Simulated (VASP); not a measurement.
# MgH₂: molecular dynamics with a thermostat

MgH₂, Pbcn (no. 60), 12 atoms in the cell. PBE, molecular dynamics; PAW potentials Mg, H (PBE set).

Ensemble: Nose-Hoover; Target temperature (K): 600.

## Input

INCAR:
```
GGA = PE
PREC = Normal
ENCUT = 250
EDIFF = 1E-6
NELMIN = 4
NELM = 60
ALGO = Normal
LREAL = Auto
LASPH = True
ISMEAR = 0
SIGMA = 0.05
ISYM = 0
LWAVE = False
LCHARG = False
IBRION = 0
NSW = 60
POTIM = 0.5
TEBEG = 600
ISIF = 2
RANDOM_SEED = 835288 0 0
MDALGO = 2
SMASS = 0
KPAR = 2
```

KPOINTS:
```
k-points
0
Monkhorst-Pack
  2 2 2
```

POSCAR:
```
MgH2
1.0
    4.4790718700      0.0000000000      0.0000000000
    0.0000000000      5.3926223400      0.0000000000
    0.0000000000      0.0000000000      4.8955037800
Mg H
4 8
Direct
    0.0000000000      0.3315275700      0.7500000000
    0.5000000000      0.1684724300      0.2500000000
    0.0000000000      0.6684724300      0.2500000000
    0.5000000000      0.8315275700      0.7500000000
    0.2723074700      0.1089312800      0.5801876800
    0.7723074700      0.3910687200      0.4198123200
    0.2276925300      0.3910687200      0.0801876800
    0.7276925300      0.1089312800      0.9198123200
    0.2723074700      0.8910687200      0.0801876800
    0.7723074700      0.6089312800      0.9198123200
    0.2276925300      0.6089312800      0.5801876800
    0.7276925300      0.8910687200      0.4198123200
```

Commands:
```
cat potpaw_PBE.64/Mg/POTCAR potpaw_PBE.64/H/POTCAR > POTCAR
mpirun -np 2 vasp_std > vasp.out
```

## Result

- Mean temperature (K): 593
- Spread of the conserved energy (meV/atom): 0.42
- Rise of the mean potential energy above the start (meV/atom): 61.4
- Electronic steps per ionic step after the first: 4.1

Course of the run:

| Time (fs) | Temperature (K) | Potential energy less the first (meV/atom) | Conserved energy less the first (meV/atom) |
|---|---|---|---|
| 0 | 600 | 0.0 | 0.00 |
| 3 | 504 | 11.9 | 0.03 |
| 5 | 364 | 32.2 | 0.05 |
| 8 | 299 | 51.4 | 0.12 |
| 10 | 466 | 51.6 | 0.22 |
| 12 | 986 | 43.9 | 0.10 |
| 14 | 1237 | 50.2 | -0.18 |
| 16 | 839 | 74.8 | 0.14 |
| 18 | 466 | 92.2 | 0.15 |
| 21 | 280 | 100.3 | 0.05 |
| 23 | 302 | 96.5 | 0.04 |
| 26 | 484 | 84.8 | 0.07 |
| 28 | 703 | 77.3 | 0.03 |
| 30 | 868 | 78.5 | -0.05 |

REPORT:
```
MDALGO =   2
               SCALING =       0
                 CNEXP =     9.000   14.000
           RANDOM_SEED =            835288                0                0

   original number of atomic DOF:         33
   number of independent constraints:      0
   number of active DOF:                  33

========================================
         MD step No.       1
========================================

  Atomic velocities initialized by STEP_tb

  >Energies
                    E_tot             E_pot             E_kin               EPS                ES
   e_b>   -0.34324704E+02   -0.35177627E+02    0.85292332E+00    0.00000000E+00    0.00000000E+00

  >Temperature
               T_sim     T_inst
   tmprt>    600.000    599.861

  >Thermostat:
           s(n+1) sdot(n+1)      s(n)   sdot(n)        Qs
   s_b>  -0.00000  -0.00001   0.00000   0.00000   0.01663

           RANDOM_SEED =            835288               72                0

[... steps left out ...]

========================================
         MD step No.      60
========================================

  >Energies
                    E_tot             E_pot             E_kin               EPS                ES
   e_b>   -0.34325271E+02   -0.34235333E+02    0.12342338E+01    0.70052092E-02   -0.13311768E+01

  >Temperature
               T_sim     T_inst
   tmprt>    600.000    868.036

  >Thermostat:
           s(n+1) sdot(n+1)      s(n)   sdot(n)        Qs
   s_b>  -0.78746  -0.00450  -0.78018  -0.01006   0.01663

           RANDOM_SEED =            835288               72                0
```

OSZICAR:
```
N       E                     dE             d eps       ncg     rms          rms(c)
DAV:   1    -0.679665131945E+01   -0.67967E+01   -0.35167E+03   120   0.458E+02
DAV:   2    -0.357611423463E+02   -0.28964E+02   -0.27464E+02   155   0.887E+01
DAV:   3    -0.373436158836E+02   -0.15825E+01   -0.15793E+01   162   0.212E+01
DAV:   4    -0.373508193332E+02   -0.72034E-02   -0.72025E-02   134   0.164E+00
DAV:   5    -0.373508734526E+02   -0.54119E-04   -0.54119E-04   155   0.155E-01    0.891E+00
DAV:   6    -0.357514285894E+02    0.15994E+01   -0.87262E-01   176   0.492E+00    0.474E+00
DAV:   7    -0.351625071391E+02    0.58892E+00   -0.13712E+00   176   0.636E+00    0.721E-01
DAV:   8    -0.351778903843E+02   -0.15383E-01   -0.34476E-02   120   0.112E+00    0.150E-01
DAV:   9    -0.351775627316E+02    0.32765E-03   -0.12845E-03   176   0.207E-01    0.277E-02
DAV:  10    -0.351776320537E+02   -0.69322E-04   -0.11300E-04   120   0.653E-02    0.190E-02
DAV:  11    -0.351776267497E+02    0.53041E-05   -0.14715E-05   148   0.178E-02    0.275E-03
DAV:  12    -0.351776269204E+02   -0.17076E-06   -0.55441E-07   109   0.534E-03
[... left out ...]
     58 T=   833. E= -.34324986E+02 F= -.34260983E+02 E0= -.34260983E+02  EK= 0.11849E+01 SP= -.13E+01 SK= 0.30E-01
     59 T=   857. E= -.34325166E+02 F= -.34251371E+02 E0= -.34251371E+02  EK= 0.12188E+01 SP= -.13E+01 SK= 0.17E-01
[... last step whole ...]
       N       E                     dE             d eps       ncg     rms          rms(c)
DAV:   1    -0.342352681649E+02    0.16102E-01   -0.53751E-04   120   0.101E+00    0.739E-03
DAV:   2    -0.342353316249E+02   -0.63460E-04   -0.60975E-04   134   0.209E-01    0.617E-03
DAV:   3    -0.342353321665E+02   -0.54156E-06   -0.11928E-06   153   0.773E-03    0.484E-03
DAV:   4    -0.342353329285E+02   -0.76203E-06   -0.41143E-07    95   0.524E-03
     60 T=   868. E= -.34325271E+02 F= -.34235333E+02 E0= -.34235333E+02  EK= 0.12342E+01 SP= -.13E+01 SK= 0.70E-02
```

Limits: 30 fs of 12 atoms are too short for converged averages; the cell is only 4.5 Å across, so each atom moves in step with near copies of itself.

VASP 6.6.1 took 131 s on 2 cores (AMD EPYC 7R43 (Zen 3)), a shared host.
